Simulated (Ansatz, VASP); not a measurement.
One calculation of B, two programs

The input INCAR:

```
PREC = Accurate ; ENCUT = 520
EDIFF = 1E-7 ; ISMEAR = -1
SIGMA = 0.1 ; LREAL = F
LASPH = T ; NELM = 80
ALGO = Fast ; ISIF = 2
LWAVE = F ; LCHARG = F
GGA = B5 ; ALDAX = 1.0
AGGAX = 1.0 ; AGGAC = 1.0
ALDAC = 0.0 ; NBANDS = 8
```

The input KPOINTS:

```
regular mesh
0
Gamma
  18 18 18
```

File POSCAR:

```
B
1.0
    1.9790507755      0.0000000000      0.0000000000
    0.0000000000      1.9790507755      0.0000000000
    0.0000000000      0.0000000000      1.9790507755
B
1
Direct
    0.0000000000      0.0000000000      0.0000000000
```

Input for Ansatz:

```yaml
crystal:
  lattice:
    - [1.9790507755, 0.0, 0.0]
    - [0.0, 1.9790507755, 0.0]
    - [0.0, 0.0, 1.9790507755]
  atoms:
    - { symbol: B, position: [0.0, 0.0, 0.0] }
hamiltonian:
  xc: blyp
  pseudopotentials:
    kind: paw
    azcp:
      B: "pseudopotentials/B.paw.azcp"
basis:
  ecutwfc: 420
  fft_grid_basis: typed
kpoints:
  mp_grid: { grid: [18, 18, 18], shift: [0, 0, 0] }
magnetization:
  spin_polarized: false
scf:
  occupations: { method: fermi_dirac, width: 0.1 }
  lower_state_search: "off"
output:
  stress: true
```

Alike in both runs: task single point; functional BLYP; k mesh 18 × 18 × 18; occupations fermi-dirac, width 0.1 eV; no spin polarisation.

|  | VASP | Ansatz |
| --- | --- | --- |
| version | VASP 6.6.1 | Ansatz 0.2.0 |
| potentials or method | VASP PAW PBE potentials, release 64 (B) | plane waves (420 eV) with PAW, scalar-relativistic |
| plane-wave cutoff (eV) | 520 | 420 |
| valence electrons in the cell | 3 | 3 |

Ansatz gave:

```
pressure (GPa) : -18.6
```

Question: Which values does VASP return?

Answer: Pressure (GPa): -18.5.

Caveats: so large a pressure means that the cell lies far from this level's equilibrium, or that cutoff or potentials fall short (VASP); the potentials were made for another functional, which shifts forces and pressure (VASP).
